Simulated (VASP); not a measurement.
## AgBr: elastic constants with PBE

AgBr:

```xyz
2
Lattice="0.0000 2.9204 2.9204 2.9204 0.0000 2.9204 2.9204 2.9204 0.0000" Properties=species:S:1:pos:R:3 pbc="T T T"
Ag    0.0000    0.0000    0.0000
Br    2.9204    2.9204    2.9204
```

```json
{"Program": "VASP 6.6.1", "Task": "elastic constants", "Functional": "PBE", "Potentials or basis": "VASP PAW PBE potentials, release 64 (Ag, Br)", "Cutoff": "600 eV", "k mesh": "8 × 8 × 8", "Occupations": "gaussian, width 0.01 eV", "Spin": "no spin polarisation", "Dipole correction": "no", "Ions in elastic constants": "relaxed", "Further INCAR settings": "ALGO = Fast; EDIFF = 1e-08; NBANDS = 16; IBRION = 6; POTIM = 0.015; NSW = 1; ISIF = 3"}
```

| Quantity | Value |
| --- | --- |
| Elastic constants C11, C12, C44 | 53, 32, 8 GPa |
| Voigt bulk modulus | 39 GPa |
| Highest phonon frequency at Γ, LO-TO splitting left out | 68 cm⁻¹ |

Phonon frequencies in cm⁻¹ (negative: imaginary):
| q point | frequencies |
| --- | --- |
| (0.000, 0.000, 0.000) | 0 0 0 68 68 68 |

Elastic tensor in Voigt notation (GPa, in the Cartesian axes of the cell as first typed):
```
53 32 32  0  0  0
32 53 32  0  0  0
32 32 53  0  0  0
 0  0  0  8  0  0
 0  0  0  0  8  0
 0  0  0  0  0  8
```

Clamped-ion elastic tensor (GPa):
```
53 32 32  0  0  0
32 53 32  0  0  0
32 32 53  0  0  0
 0  0  0  8  0  0
 0  0  0  0  8  0
 0  0  0  0  0  8
```

It took 8.1 min on 1 thread of Intel(R) Xeon(R) 6975P-C (Granite Rapids), with other jobs on the host, peak memory 0.4 GiB.
